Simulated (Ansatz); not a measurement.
Space group Fm-3m (No. 225). a = 4.208 Å, b = 4.208 Å, c = 4.208 Å, α = 90.00°, β = 90.00°, γ = 90.00°
| atom | site | symmetry | x | y | z |
| --- | --- | --- | --- | --- | --- |
| Ta | 4a | m-3m | 0.0000 | 0.0000 | 0.0000 |

Equation of state of this Ta structure (not necessarily the ground state), with shape and atoms relaxed at each volume where symmetry leaves them free. It has no gap at any of these volumes. Level of theory: DFT r2SCAN, scalar-relativistic, plane waves, PAW (Ansatz 0.2.0).

Plane waves to 500 eV, a k mesh through Γ of 18×18×18 on the computed 1-atom cell and Gaussian smearing (0.10 eV); no spin polarisation.

```tsv
V (Å³/atom)	E − E(largest V) (meV/atom)	P (GPa)
17.509	7.60	13.70
18.067	-27.33	6.39
18.626	-38.28	0.00
19.185	-28.25	-5.58
19.744	0.00	-10.42
```

Q: Fit a third-order Birch–Murnaghan equation to E(V).

A: V0 = 18.63 Å³/atom, B0 = 200 GPa, B0' = 3.6.

Spin-orbit coupling is left out, which matters for the bands of heavy elements.

This fcc form isn't the element's structure at ambient conditions.